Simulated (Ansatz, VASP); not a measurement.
**NaF in VASP and in Ansatz**

File POSCAR:

```
NaF
1.0
    0.0000000000      2.3201397690      2.2887504653
    2.3201397690      0.0000000000      2.2887504653
    2.3201397690      2.3201397690      0.0000000000
Na F
1 1
Direct
    0.0000000000      0.0000000000      0.0000000000
    0.5000000000      0.5000000000      0.5000000000
```

INCAR.step1

```
PREC = Accurate
ENCUT = 520
ISMEAR = 0
SIGMA = 0.01
LREAL = False
LASPH = True
NELM = 80
NBANDS = 14
GGA = PE
ALGO = Normal
EDIFF = 1E-4
LWAVE = True
LCHARG = False
```

INCAR.step2

```
PREC = Accurate
ENCUT = 520
EDIFF = 1E-7
ISMEAR = 0
SIGMA = 0.01
LREAL = False
LASPH = True
NELM = 80
ALGO = Normal
ISIF = 2
LWAVE = False
LCHARG = False
METAGGA = R2SCAN
LMIXTAU = True
NBANDS = 14
ISTART = 1
```

KPOINTS

```
regular mesh
0
Gamma
  10 10 10
```

Input for Ansatz:

```yaml
crystal:
  lattice:
    - [0.0, 2.320139769, 2.2887504653]
    - [2.320139769, 0.0, 2.2887504653]
    - [2.320139769, 2.320139769, 0.0]
  atoms:
    - { symbol: Na, position: [0.0, 0.0, 0.0] }
    - { symbol: F, position: [0.5, 0.5, 0.5] }
kpoints:
  mp_grid: { grid: [10, 10, 10] }
  band_path:
    path:
      - [0.0, 0.0, 0.0]
      - [0.5, 0.0, 0.5]
      - [0.625, 0.25, 0.625]
      - [0.375, 0.375, 0.75]
      - [0.5, 0.5, 0.5]
      - [0.5, 0.25, 0.75]
    npoints: 1
hamiltonian:
  xc: r2scan
scf:
  occupations: { method: fixed }
  n_extra_bands: 4
output:
  forces: true
  stress: true
  eigenvalues: true
  write_density: true
  write_potential: true
  elf: true
  volumetric_format: npy
```

Change from the starting cell: epitaxial_xy strain +1.0%.

Alike in both runs: task single point; functional r2SCAN; k mesh 10 × 10 × 10; no spin polarisation.

|  | VASP | Ansatz |
| --- | --- | --- |
| version | VASP 6.6.1 | Ansatz 0.2.0 |
| potentials or method | VASP PAW PBE potentials, release 64 (Na_pv, F) | plane waves, PAW |
| plane-wave cutoff (eV) | 520 | 500 |
| occupations | gaussian, width 0.01 eV | fixed |
| valence electrons in the cell | 14 | 16 |

Ansatz gave:

| Quantity | Value |
| --- | --- |
| gap on the k mesh at the Fermi level (eV) | 7.19 |
| pressure (GPa) | -0.8 |
| largest component of the traceless stress (GPa) | 0.82 |

What did VASP give for the same quantities?

gap on the k mesh at the Fermi level (eV): 7.23; pressure (GPa): -1.5; largest component of the traceless stress (GPa): 0.70.

The two sets of potentials don't hold the same shells in valence.

Caveats: the PAW data sets were made with another functional, which shifts forces and pressure a little (VASP). A k mesh can miss the band edges.
